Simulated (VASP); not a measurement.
# LiF (R3m) in VASP: relaxation of cell and atoms with PBEsol

Aim: the relaxation of cell and atoms of LiF with PBEsol.

Program: VASP 6.6.1. These are calculated values, not measurements. Logs are shortened: lines on timing, memory, paths and dates and some standing lists are left out, and cuts for length are marked.

### 1 The structure

It takes space group R3m (No. 160, trigonal). The conventional cell has a = 3.093 Å, b = 3.093 Å, c = 7.231 Å, α = 90.00°, β = 90.00°, γ = 120.00°. Around Li (site symmetry 3m) lie 4 F at 1.81 to 1.88 Å. Around F (site symmetry 3m) lie 4 Li at 1.81 to 1.88 Å.

The cell was built by a generator and needn't be a form met in nature.

### 2 Relaxation of cell and atoms, PBEsol

INCAR reads:

```
SYSTEM = LiF
PREC = Accurate
ENCUT = 600
EDIFF = 1E-7
ISMEAR = 0
SIGMA = 0.02
LREAL = .False.
LASPH = .True.
NELM = 100
ALGO = Fast
ISIF = 3
LWAVE = .False.
LCHARG = .False.
GGA = PS
IBRION = 2
NSW = 65
EDIFFG = -0.01
```

KPOINTS reads:

```
Automatic mesh
0
Gamma
  9 9 4
  0 0 0
```

POSCAR reads:

```
LiF
1.0
    3.0929711670      0.0000000000      0.0000000000
   -1.5464855835      2.6785916038      0.0000000000
    0.0000000000      0.0000000000      7.2310243995
Li F
3 3
Direct
    0.0000000000      0.0000000000      0.0000000000
    0.3333333333      0.6666666667      0.3333333333
    0.6666666667      0.3333333333      0.6666666667
    0.0000000000      0.0000000000      0.2500000000
    0.3333333333      0.6666666667      0.5833333333
    0.6666666667      0.3333333333      0.9166666667
```

Potentials or basis: VASP PAW PBE potentials, release 64 (Li_sv, F).

On the command line:

```
cat potpaw_PBE.64/Li_sv/POTCAR potpaw_PBE.64/F/POTCAR > POTCAR
mpirun -np 1 vasp_std > vasp.out
```

OUTCAR:

```text
SYSTEM = LiF
   PREC = Accurate
   ENCUT = 600
   EDIFF = 1E-7
   ISMEAR = 0
   LREAL = .False.
   LASPH = .True.
   NELM = 100
   ISIF = 3
   GGA = PS
   IBRION = 2
   NSW = 65
   EDIFFG = -0.01

 ion  position               nearest neighbor table
   1  0.000  0.000  0.000-   4 1.81   6 1.88   6 1.88   6 1.88
   2  0.333  0.667  0.333-   5 1.81   4 1.88   4 1.88   4 1.88
   3  0.667  0.333  0.667-   6 1.81   5 1.88   5 1.88   5 1.88
   4  0.000  0.000  0.250-   1 1.81   2 1.88   2 1.88   2 1.88
   5  0.333  0.667  0.583-   2 1.81   3 1.88   3 1.88   3 1.88
   6  0.667  0.333  0.917-   3 1.81   1 1.88   1 1.88   1 1.88

  LATTYP: Found a hexagonal cell.
 ALAT       =     3.0929711670
 C/A-ratio  =     2.3378893656

  Lattice vectors:

 A1 = (   3.0929711670,   0.0000000000,   0.0000000000)
 A2 = (  -1.5464855835,   2.6785916038,   0.0000000000)
 A3 = (   0.0000000000,   0.0000000000,   7.2310243995)

Analysis of symmetry for initial positions (statically):
=====================================================================
 Subroutine PRICEL returns following result:

  LATTYP: Found a trigonal (rhomboedric) cell.
 ALAT       =     2.9997615794
 COS(alpha) =     0.4684449231

  Lattice vectors:

 A1 = (   1.5464855832,   0.8928638681,  -2.4103414670)
 A2 = (   0.0000000002,  -1.7857277360,  -2.4103414663)
 A3 = (  -1.5464855833,   0.8928638678,  -2.4103414663)

   3 primitive cells build up your supercell.

 Routine SETGRP: Setting up the symmetry group for a
 hexagonal supercell.

 Subroutine GETGRP returns: Found  6 space group operations
 (whereof  6 operations were pure point group operations)
 out of a pool of 24 trial point group operations.

The static configuration has the point symmetry C_3v.

Analysis of symmetry for dynamics (positions and initial velocities):
=====================================================================
 Subroutine PRICEL returns following result:

  LATTYP: Found a trigonal (rhomboedric) cell.
 ALAT       =     2.9997615794
 COS(alpha) =     0.4684449231

  Lattice vectors:

[... 112 lines left out ...]
   NELM   =    100;   NELMIN=  2; NELMDL= -5     # of ELM steps
   EDIFF  = 0.1E-06   stopping-criterion for ELM
   LREAL  =      F    real-space projection
   EDIFFG = -.1E-01   stopping-criterion for IOM
   NSW    =     65    number of steps for IOM
   IBRION =      2    ionic relax: 0-MD 1-quasi-New 2-CG
   NFREE  =      1    steps in history (QN), initial steepest desc. (CG)
   ISIF   =      3    stress and relaxation
   ISYM   =      2    0-nonsym 1-usesym 2-fastsym
   POTIM  = 0.5000    time-step for ionic-motion
   TEBEG  =    0.0;   TEEND  =   0.0 temperature during run
   PSTRESS=    0.0 pullay stress
   NELECT =      30.0000    total number of electrons
   NUPDOWN=      -1.0000    fix difference up-down
   EMIN   =  10.00;   EMAX   =-10.00  energy-range for DOS
   EFERMI =   0.00;   METHOD = LEGACY
   ISMEAR =     0;   SIGMA  =   0.02  broadening in eV -4-tet -1-fermi 0-gaus
   EFERMI_NEDOS =   21; number of points for ismear=-14 and -15
   IALGO  =     68    algorithm
   IMIX   =      4    mixing-type and parameters
     AMIX     =   0.40;   BMIX     =  1.00
     AMIX_MAG =   1.60;   BMIX_MAG =  1.00
  volume/ion in A,a.u.               =       9.98        67.38
  Fermi-wavevector in a.u.,A,eV,Ry     =   1.300033  2.456707 22.995028  1.690087
  Thomas-Fermi vector in A             =   2.431259
   LORBIT       =      0    0 simple, 1 ext, 2 COOP (PROOUT), +10 PAW based schemes
   GGA     = PS    functional components
   LHFCALC =     F    Hartree Fock is set to
   AEXX    =    0.0000 exact exchange contribution
   IVDW    =     0    specifies the selected vdW correction
   LEPSILON=     F    determine dielectric tensor
   LRPA    =     F    only Hartree local field effects (RPA)
 conjugate gradient relaxation of ions
 non-spin polarized calculation
 RMM-DIIS sequential band-by-band and
 Gauss-broadening in eV      SIGMA  =   0.02
  energy-cutoff  :      600.00
  volume of cell :       59.91
 maximum number of plane-waves:      2021
 NGX is ok and might be reduce to    28
   NGX = 13   NGY = 13   NGZ = 29

--------------------------------------- Ionic step        1  -------------------------------------------

 number of electron      29.9999981 magnetization

 Free energy of the ion-electron system (eV)
  ---------------------------------------------------
  ext. energy  EPLUGINS =         0.00000000
  ---------------------------------------------------
  free energy    TOTEN  =       -29.31862008 eV

  energy without entropy =      -29.31862008  energy(sigma->0) =      -29.31862008

------------------------ aborting loop because EDIFF is reached ----------------------------------------

  FORCE on cell =-STRESS in cart. coord.  units (eV):
  Direction    XX          YY          ZZ          XY          YZ          ZX
  --------------------------------------------------------------------------------------
  -------------------------------------------------------------------------------------
  Total       -0.6160587     -0.6160587      1.3672101     -0.0000000      0.0000000      0.0000000
  in kB      -16.4759495    -16.4759495     36.5648378     -0.0000000      0.0000000      0.0000000
  external PRESSURE =       1.2043130 kB  Pullay stress =       0.0000000 kB
[... 267 lines left out ...]
--------------------------------------- Ionic step        8  -------------------------------------------

 number of electron      30.0000005 magnetization

 Free energy of the ion-electron system (eV)
  ---------------------------------------------------
  ext. energy  EPLUGINS =         0.00000000
  ---------------------------------------------------
  free energy    TOTEN  =       -29.34933595 eV

  energy without entropy =      -29.34933595  energy(sigma->0) =      -29.34933595

 E-fermi :  -2.5513     XC(G=0):  -9.0149

 val. band max:       -2.6584512179   @ k =   0.0000   0.0000   0.0000
 cond. band min:       5.0269689663   @ k =   0.0000   0.0000   0.0000
 fundamental gap:      7.6854201842
 Fermi energy:        -2.5513193326

 k-point     1 :       0.0000    0.0000    0.0000
  band No.  band energies     occupation
      1     -42.3466      2.00000
      2     -42.3168      2.00000
      3     -42.3168      2.00000
      4     -21.8599      2.00000
      5     -21.7262      2.00000
      6     -21.7262      2.00000
[... 505 lines left out ...]
      6     -21.6440      2.00000
[... 11 lines left out ...]
     18       9.2407      0.00000
     19      11.8747      0.00000

 [... further k-points ...]
[... 5 lines left out ...]
  --------------------------------------------------------------------------------------
  -------------------------------------------------------------------------------------
  Total        0.0027117      0.0027117      0.0209716      0.0000000      0.0000000      0.0000000
  in kB        0.0726027      0.0726027      0.5614897      0.0000000      0.0000000      0.0000000
  external PRESSURE =       0.2355650 kB  Pullay stress =       0.0000000 kB
[... 21 lines left out ...]
  FREE ENERGIE OF THE ION-ELECTRON SYSTEM (eV)
  ---------------------------------------------------
  free  energy   TOTEN  =       -29.3493359516 eV

  energy  without entropy=      -29.3493359516  energy(sigma->0) =      -29.34933595

 reached required accuracy - stopping structural energy minimisation
```

OSZICAR:

```text
N       E                     dE             d eps       ncg     rms          rms(c)
DAV:   1     0.242315440920E+03    0.24232E+03   -0.17180E+04  1634   0.184E+03
DAV:   2    -0.128531626184E+02   -0.25517E+03   -0.24709E+03  2101   0.421E+02
DAV:   3    -0.289062776452E+02   -0.16053E+02   -0.16004E+02  2232   0.960E+01
[... 121 lines left out ...]
RMM:   9    -0.293493347664E+02   -0.12629E-05   -0.12797E-05  2372   0.221E-02    0.172E-03
RMM:  10    -0.293493351102E+02   -0.34378E-06   -0.61002E-06  2269   0.146E-02    0.163E-03
RMM:  11    -0.293493357664E+02   -0.65620E-06   -0.29277E-06  2214   0.101E-02    0.780E-04
RMM:  12    -0.293493359007E+02   -0.13433E-06   -0.10167E-06  1830   0.685E-03    0.827E-04
RMM:  13    -0.293493359516E+02   -0.50846E-07   -0.30297E-07  1469   0.527E-03
   8 F= -.29349336E+02 E0= -.29349336E+02  d E =-.596707E-03
```

CONTCAR:

```text
LiF
   1.00000000000000
     3.0433444970771699    0.0000000000000000    0.0000000000000000
    -1.5216722485385850    2.6356136469413554    0.0000000000000000
    -0.0000000000000000    0.0000000000000000    7.4605099227687441
  Li              F
     3     3
Direct
     0.0000000000000000    0.0000000000000000    0.0001089868430024
     0.3333333332999970    0.6666666667000030    0.3334423201429997
     0.6666666667000030    0.3333333332999970    0.6667756535430055
     1.0000000000000000    0.0000000000000000    0.2498910131569973
     0.3333333332999970    0.6666666667000030    0.5832243464569945
     0.6666666667000030    0.3333333332999970    0.9165576798570004

  0.00000000E+00  0.00000000E+00  0.00000000E+00
  0.00000000E+00  0.00000000E+00  0.00000000E+00
  0.00000000E+00  0.00000000E+00  0.00000000E+00
  0.00000000E+00  0.00000000E+00  0.00000000E+00
  0.00000000E+00  0.00000000E+00  0.00000000E+00
  0.00000000E+00  0.00000000E+00  0.00000000E+00
```

Run time: 7.7 min. Hardware: 1 thread of Intel Xeon Platinum 8488C (Sapphire Rapids), shared host; peak memory 0.22 GiB.

Results:

| Item | Value |
| --- | --- |
| Free energy | -29.3493 eV |
| Relaxed volume | 9.97 Å³/atom |
| Relaxed cell | a = 3.043 Å, b = 3.043 Å, c = 7.461 Å, α = 90.00°, β = 90.00°, γ = 120.00° |
| Space group after relaxing (to 0.05 Å) | F-43m (No. 216) |
| Energy gained by relaxing | 5.1 meV/atom |
| Ionic steps | 8 |
| Pressure after relaxing | 0.0 GPa |
| Band gap on the k mesh | 7.69 eV |

Forces in eV/Å, atoms in the order of the input:
```
Li   0.000  0.000 -0.002
Li   0.000  0.000 -0.002
Li   0.000  0.000 -0.002
F    0.000  0.000  0.002
F    0.000  0.000  0.002
F    0.000  0.000  0.002
```

The path:
| step | energy change (eV) | largest force (eV/Å) | pressure (GPa) | volume (Å³) |
| --- | --- | --- | --- | --- |
| 1 | 0.0000 | 0.1948 | 0.12 | 59.91 |
| 2 | -0.0219 | 0.0417 | -0.09 | 59.97 |
| 3 | -0.0262 | 0.0499 | -0.15 | 60.00 |
| 4 | -0.0274 | 0.0448 | -0.06 | 59.92 |
| 5 | -0.0297 | 0.0287 | 0.20 | 59.65 |
| 6 | -0.0280 | 0.0084 | 0.75 | 59.10 |
| 7 | -0.0301 | 0.0174 | 0.36 | 59.48 |
| 8 | -0.0307 | 0.0024 | 0.02 | 59.84 |

Final structure:
```
Li F
1.0
     3.04334    0.00000    0.00000
    -1.52167    2.63561    0.00000
     0.00000    0.00000    7.46051
Li F
3 3
Cartesian
  0.0000 0.0000 0.0008
  0.0000 1.7571 2.4877
  1.5217 0.8785 4.9745
  3.0433 0.0000 1.8643
  0.0000 1.7571 4.3512
  1.5217 0.8785 6.8380
```

Caveat: the cutoff is under 1.25 times the usual one of these potentials, so pressure, stress and relaxed cells hold a basis-set (Pulay) error; the PAW data sets were made with another functional, which shifts forces and pressure a little; an odd mesh through Γ misses points on the zone boundary, where band edges often lie. Expect the measured gap to be larger: semilocal functionals such as PBEsol lack the derivative discontinuity.
